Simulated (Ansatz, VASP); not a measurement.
Ga: VASP beside Ansatz

```xyz
2
Lattice="1.4304 -4.0101 0.0000 1.4304 4.0101 0.0000 0.0000 0.0000 3.1272" Properties=species:S:1:pos:R:3 pbc="T T T"
Ga    1.4304    2.9434    2.3454
Ga    1.4304   -2.9434    0.7818
```

Change from the starting cell: volume scaled by 0.96.

Alike in both runs: task single point; functional PBEsol; k mesh 10 × 10 × 8; occupations fermi-dirac, width 0.05 eV; no spin polarisation.

|  | VASP | Ansatz |
| --- | --- | --- |
| version | VASP 6.6.1 | Ansatz 0.2.0 |
| potentials or method | VASP PAW PBE potentials, release 64 (Ga_d) | Ansatz PAW |
| plane-wave cutoff (eV) | 520 | 420 |
| valence electrons in the cell | 26 | 26 |

VASP gave:

```
gap on the k mesh at the Fermi level (eV)       : none
pressure (GPa)                                  : 0.3
largest component of the traceless stress (GPa) : 2.17
rms of the force components (eV/Å)              : 0.130
```

Q: Estimate Ansatz's values.

A: gap on the k mesh at the Fermi level (eV): none; pressure (GPa): 0.2; largest component of the traceless stress (GPa): 2.17; rms of the force components (eV/Å): 0.131.

Atom by atom the forces differ by 0.001 eV/Å (rms over components). A gap of «none» marks a metal or a gap that the smearing closes.

Caveats: the PAW data sets were made with another functional, which shifts forces and pressure a little (VASP); the PAW data sets come from PBE, with cores solved anew for the run's functional, which leaves a small shift of forces and pressure (Ansatz).
